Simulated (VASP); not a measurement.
W:

```
W
1.0
    -1.58234    1.58234    1.58234
     1.58234   -1.58234    1.58234
     1.58234    1.58234   -1.58234
W
1
Cartesian
  0.0000 0.0000 0.0000
```

Base run:

```yaml
Program: VASP 6.6.1
Functional: LDA
Potentials_or_basis: VASP PAW LDA potentials, release 64 (W_sv)
Cutoff: 520 eV
k_mesh: 12 × 12 × 12
Occupations: fermi-dirac, width 0.05 eV
Spin: no spin polarisation
```

Its results: band gap on the k mesh none (metal or under the smearing width); pressure -7.2 GPa.

The run is repeated on the same cell with these changes: hubbard terms from none to W d U = 8 eV. What comes out?

Band gap on the k mesh none (metal or under the smearing width); pressure 18.2 GPa.

Caveats: U without spin polarisation on a metal has little footing (some runs); the U is typed as a test and isn't derived for this compound (some runs).

Not every run made on this cell is shown here.
